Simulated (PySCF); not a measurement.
An unknown is described by computed data only.

Formula: C7H10.

| Quantity | Value |
| --- | --- |
| Triplet | lowest triplet excitation (Tamm–Dancoff): 3.00 eV [TDA wB97X-D/def2-SVPD] |
| Couplings | largest of the computed one-bond spin–spin couplings (means over like bonds): 13C–1H +168.8, 13C–1H +167.4, 13C–1H +159.1, 13C–1H +142.4 (×2), 13C–1H +142.4 (×2), 13C–1H +133.2 (×3), 13C–13C +80.1, 13C–13C +78.6 Hz [B3LYP/pcJ-1, spin–dipole term left out] |
| UV, first state | lowest singlet excitation: 5.18 eV (239 nm, f = 0.332) [TDDFT wB97X-D/def2-SVPD] |
| Rotational structure | rotational constants A, B, C: 4.139, 2.239, 1.496 GHz [PBE0-D3(BJ)/def2-SVP] |
| 13C NMR | chemical shifts (computed TMS as zero) by class: 160.4 (1 C), 148.9 (1 C), 132.3 (1 C), 116.1 (1 C), 28.4 (1 C), 27.7 (1 C), 16.3 (1 C) ppm [GIAO CAM-B3LYP/pcSseg-1] |
| Polarisability | 86.9 au [wB97X-D/def2-SVPD] |
| 1H NMR | chemical shifts (computed TMS as zero) by class: 5.46 (1 H), 5.37 (1 H), 5.14 (1 H), 2.46 (2 H), 2.46 (2 H), 1.86 (3 H) ppm [GIAO CAM-B3LYP/pcSseg-1] |
| Dipole | 0.36 D [wB97X-D/def2-SVPD] |
| Valence photoelectron | vertical ionisation energy: 8.16 eV [ΔSCF wB97X-D/def2-SVPD] |

The electronic properties come from PySCF, for the isolated species, density fitting. Levels stand in brackets. Isolated species at its PBE0-D3(BJ)/def2-SVP geometry, gas phase. NMR values are class means; diastereotopic atoms form classes of their own.

Question: Propose a structure and show how it fits.

Answer: Numbering: `[CH2:1]=[C:2]1[CH2:3][CH2:4]/[C:5]1=[CH:6]/[CH3:7]`. Its formula, C7H10, gives 3 degrees of unsaturation: 1 ring and 2 π bonds in the structure found. 7 carbons fall into 7 classes; from least to most shielded: fully substituted alkene carbon [C2] (160.4 ppm), fully substituted alkene carbon [C5] (148.9 ppm), alkene CH carbon [C6] (132.3 ppm), terminal =CH2 carbon [C1] (116.1 ppm), allylic carbon [C3] (28.4 ppm), allylic carbon [C4] (27.7 ppm), allylic carbon [C7] (16.3 ppm). Hydrogen classes from least to most shielded: 1 H on a terminal =CH2 carbon, C1 (5.46 ppm), 1 H on an alkene CH carbon, C6 (5.37 ppm), 1 H on a terminal =CH2 carbon, C1 (5.14 ppm), 2 H on an allylic carbon, C3 (2.46 ppm), 2 H on an allylic carbon, C4 (2.46 ppm), 3 H on an allylic carbon, C7 (1.86 ppm, a mean of values up to 0.5 ppm apart in this geometry). The couplings run between: +168.8 Hz, terminal =CH2 carbon [C1] and its hydrogen; +167.4 Hz, terminal =CH2 carbon [C1] and its hydrogen; +159.1 Hz, alkene CH carbon [C6] and its hydrogen; +142.4 Hz, allylic carbon [C4] and its hydrogen (with 1 like pair); +142.4 Hz, allylic carbon [C3] and its hydrogen (with 1 like pair); +133.2 Hz, allylic carbon [C7] and its hydrogen (with 2 like pairs); +80.1 Hz, fully substituted alkene carbon [C5] and alkene CH carbon [C6]; +78.6 Hz, terminal =CH2 carbon [C1] and fully substituted alkene carbon [C2]. The first electron is taken from the HOMO, whose largest Löwdin shares are 0.24 on the alkene CH carbon, 0.22 on the terminal =CH2 carbon, 0.18 on a fully substituted alkene carbon and 0.14 on a fully substituted alkene carbon. By its constants the optimised geometry is an asymmetric top. Structure: `C=C1CC/C1=C/C`. Computed isomers that give other values at the same levels: `C=CC(=C)/C=C/C` (13C chemical shifts (computed TMS as zero) by class: 154.8 (1 C), 148.3 (1 C), 141.0 (1 C), 139.7 (1 C), 127.2 (1 C), 127.0 (1 C), 21.1 (1 C) ppm); `C=CC(=C)/C=C\C` (13C chemical shifts (computed TMS as zero) by class: 156.1 (1 C), 149.0 (1 C), 142.9 (1 C), 137.1 (1 C), 128.4 (1 C), 127.0 (1 C), 18.0 (1 C) ppm); `C1=C[C@H]2CC[C@@H]1C2` (rotational constant A: 3.957 GHz; this holds for the one conformer computed). The assignments are read from this structure; whether some other isomer fits the data as well wasn't checked.
